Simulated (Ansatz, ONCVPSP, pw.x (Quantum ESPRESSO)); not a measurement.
**P (Z = 15): one change to the ONCV potential, in the atom and in the sc crystal**

* Element: phosphorus
* Generator: ONCVPSP 4.0.1.1 (patched build)
* Type: optimised norm-conserving Vanderbilt (ONCV)
* Functional: PBE
* Relativity: scalar-relativistic
* Frozen core: [Ne]
* Valence charge: 5
* Reference configuration: 3s2 3p1.5 (charge +1.5)
* Partial waves: 3s: rc 1.60 bohr, ncon 4, nbas 7, qcut 4.9 1/bohr, 2 projectors, debl 2.7 Ha; 3p: rc 1.80 bohr, ncon 4, nbas 8, qcut 5.1 1/bohr, 2 projectors, debl 3.7 Ha; d scattering state at 0.3 Ha: rc 1.90 bohr, ncon 3, nbas 7, qcut 5.3 1/bohr, 1 projector
* Local potential: polynomial inside 1.20 bohr (lpopt 5, dvloc0 2 Ha)
* Core correction: Teter function, fcfact 2.25, rcfact 1.6

In the d channel the program set the typed energies aside and used 0.050 Ha.

Change: local potential polynomial inside 1.44 bohr (lpopt 5, dvloc0 2 Ha).

Cutoffs, loose and tight: the cutoffs (Ha) at which the residual kinetic energy of the hardest occupied pseudo-wave falls to 1 and 0.1 mHa per electron. They do not see the model core or the augmentation charge, which bear on the density cutoff. Test errors are all-electron minus pseudo excitation energies from the reference, over the configurations 3s2 3p3; 3s2 3p2; 3s2 3p1; 3s2 3p2.5; variants that change the core or the reference have their own tests.

Crystal test: sc P in pw.x 7.5, no spin, 13³ k-points, Fermi–Dirac smearing 0.01 Ry, cutoffs set for each file from its atomic test. The reference is all-electron LAPW (Ansatz 0.2.0) with the same functional, mesh and smearing; V0 and B0 come from Birch–Murnaghan fits to the pressures at five volumes. Errors are pseudo minus all-electron; Δ is the rms difference of the E(V) curves that follow from these fits, minima aligned, over ±6 % about the mean V0. Mesh and smearing are coarse, so the numbers serve the comparison and aren't converged zero-temperature values; the lattice is a test structure that the element need not adopt.

All-electron: a0 = 2.447 Å (V0 = 14.66 Å³/atom), B0 = 113.3 GPa.

Q: Does the change bring the crystal closer to the all-electron result?

A: The mean pressure error goes from +0.06 to +0.26 GPa, so the change moves the solid further from the all-electron pressures. At 80 % of its cutoff the pressure of the base moves by -0.10 GPa.

```csv
quantity,base,changed
outcome (atom),"generated, projector energies reset by the program","generated, projector energies reset by the program"
"cutoff, loose (atom)",11 Ha,11 Ha
"cutoff, tight (atom)",20 Ha,20 Ha
bound ghosts (atom),none,none
largest test error (meV) (atom),+2.2,+2.1
cutoffs in pw.x (Ry),50/200,50/200
a0 (Å),2.448,2.449
a0 error (%),+0.02,+0.08
B0 error (%),-0.2,-0.5
Δ (meV/atom),0.2,0.8
mean pressure error (GPa),+0.06,+0.26
```
